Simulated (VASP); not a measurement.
## A VASP 6.6.1 single-point calculation on BN

INCAR

```
MAGMOM = -0.5 -0.5
NSW = 0
LREAL = .FALSE.
ISPIN = 2
PREC = Accurate
NBANDS = 11
IBRION = -1
ISIF = 2
ALGO = Normal
LASPH = .TRUE.
LWAVE = .FALSE.
EDIFF = 1E-7
LCHARG = .FALSE.
NELM = 68
METAGGA = R2SCAN
ISMEAR = 0
ENCUT = 520
SIGMA = 0.01
```

KPOINTS

```
KPOINTS created by Atomic Simulation Environment
0
Gamma
12 12 12
0 0 0
```

POSCAR

```
B  N
 1.0000000000000000
     0.0000000000000000    1.8048254637186480    1.8048254637186480
     1.8048254637186480   -0.0000000000000000    1.8048254637186480
     1.8048254637186480    1.8048254637186480    0.0000000000000000
 B   N
   1   1
Cartesian
  0.0000000000000000  0.0000000000000000 -0.0000000000000000
  0.9024127318593240  0.9024127318593240  0.9024127318593240
```

The recommended PBE PAW datasets give the neutral cell 8 valence electrons.

Command

```
mpirun -np 1 vasp_std
```

**Question.** How does this run end, and what does it give?

**Answer.** It converged. Results: pressure 1.1 GPa; magnetic moment of the cell 0.00 μB.

OSZICAR

```
N       E                     dE             d eps       ncg     rms          rms(c)
DAV:   1     0.672301661136E+01    0.67230E+01   -0.49700E+03  3256   0.702E+02
DAV:   2    -0.216005945958E+02   -0.28324E+02   -0.27387E+02  3759   0.169E+02
DAV:   3    -0.221140983977E+02   -0.51350E+00   -0.51266E+00  3750   0.192E+01
DAV:   4    -0.221147205819E+02   -0.62218E-03   -0.62218E-03  3441   0.756E-01
DAV:   5    -0.221147211919E+02   -0.61000E-06   -0.61002E-06  3654   0.232E-02    0.750E+00
DAV:   6    -0.190928076440E+02    0.30219E+01   -0.18631E+00  3180   0.800E+00    0.390E+00
DAV:   7    -0.191109108521E+02   -0.18103E-01   -0.31146E-01  3219   0.412E+00    0.245E+00
DAV:   8    -0.191533755260E+02   -0.42465E-01   -0.28502E-02  3247   0.151E+00    0.140E+00
DAV:   9    -0.191709477923E+02   -0.17572E-01   -0.98783E-03  3434   0.795E-01    0.320E-01
DAV:  10    -0.191714973294E+02   -0.54954E-03   -0.81484E-04  3521   0.260E-01    0.779E-02
DAV:  11    -0.191715368971E+02   -0.39568E-04   -0.24010E-04  3513   0.122E-01    0.449E-02
DAV:  12    -0.191715629316E+02   -0.26035E-04   -0.59683E-05  3453   0.608E-02    0.154E-02
DAV:  13    -0.191715631199E+02   -0.18829E-06   -0.38903E-06  3562   0.151E-02    0.473E-03
DAV:  14    -0.191715635090E+02   -0.38911E-06   -0.31608E-07  3420   0.504E-03    0.237E-03
DAV:  15    -0.191715637043E+02   -0.19527E-06   -0.85554E-08  2391   0.264E-03    0.392E-04
DAV:  16    -0.191715637117E+02   -0.73807E-08   -0.15545E-09  1596   0.453E-04
   1 F= -.19171564E+02 E0= -.19171564E+02  d E =-.234802E-23  mag=     0.0000
```

For comparison, a separate r²SCAN run of the intended cell, on usual settings and not on those above, gives a gap of 4.98 eV on its mesh and a pressure of 1.1 GPa.
